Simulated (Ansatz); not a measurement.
TiAl₂ (Cmmm): electronic heat capacity and spin susceptibility from the density of states

The calculation used DFT r2SCAN, scalar-relativistic, plane waves, PAW in Ansatz.

Cutoff 500 eV; k points 10×10×10 on the computed 6-atom cell (Γ-centred); Gaussian smearing, width 0.10 eV; no spin polarisation.

Relaxed cell: Cmmm, a = 3.913 Å, b = 12.068 Å, c = 3.993 Å, α = 90.00°, β = 90.00°, γ = 90.00°, 6 atoms in the primitive cell. Whether it is the stable form of this composition wasn't checked.

The density of states at the Fermi level is 2.122 states/eV in the cell of 6 atoms (2 formula units; both spins, tetrahedra on a 15×15×15 mesh).

Q: What Sommerfeld coefficient and Pauli susceptibility does this give?

A: Per formula unit N(E_F) = 1.061 states/eV. γ = (π²/3) k_B² N(E_F) N_A = 2.357 mJ/(mol K²) per state/eV, so γ = 2.5 mJ/(mol K²), a mole of formula units. χ_P = μ_B² N(E_F) N_A = 3.23×10⁻⁵ emu/mol per state/eV gives 3.4×10⁻⁵ emu/mol. This is the bare band result: a measured γ of the same phase is as a rule larger by a factor 1 + λ from phonons and spin fluctuations, the spin part of χ is larger by the Stoner factor, and a measured χ also holds orbital and core terms. N(E_F) at one energy is sensitive to the mesh where the density of states has sharp peaks.